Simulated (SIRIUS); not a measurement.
**MgB2 under changes of volume**

One of the cells (9.873 Å³/atom); the others are scaled copies at fixed shape and fractional positions:

```xyz
3
Lattice="3.1054 0.0000 0.0000 -1.5527 2.6894 0.0000 0.0000 0.0000 3.5463" Properties=species:S:1:pos:R:3 pbc="T T T"
Mg    0.0000    0.0000    0.0000
B     1.5527    0.8965    1.7732
B     0.0000    1.7929    1.7732
```

* Program: SIRIUS 7.10.0
* Functional: PBE
* Potentials or basis: PseudoDojo 0.4.1 PBE standard (scalar relativistic)
* Cutoff: 1152 eV
* Density cutoff: 4606 eV
* k mesh: 10 × 10 × 8
* Occupations: fermi-dirac, width 0.05 eV
* Spin: no spin polarisation

| volume (Å³/atom) | energy over the lowest point (meV/atom) | pressure (GPa) |
| --- | --- | --- |
| 9.098 | 13.80 | 9.4 |
| 9.292 | 4.74 | 5.6 |
| 9.485 | 0.00 | 2.2 |
| 9.873 | 2.04 | -3.8 |
| 10.066 | ? | ? |
| 10.260 | 17.20 | -8.7 |

Problem. What does the run at 10.066 Å³/atom give?

Solution. Energy over the lowest point 8.12 meV/atom; pressure -6.3 GPa.

Worked out: A Birch-Murnaghan fit of order 3 (a polynomial in V^(-2/3)) to the other rows has its minimum at 9.62 Å³/atom with B0 = V·E''(V) = 152 GPa and B' = 3.6 at fixed shape and positions, which overstates the stiffness. It gives 8.10 meV/atom at 10.066 Å³/atom, against the run's 8.12, and -dE/dV = -6.3 GPa, against -6.3.

Energies are extrapolated to zero smearing.
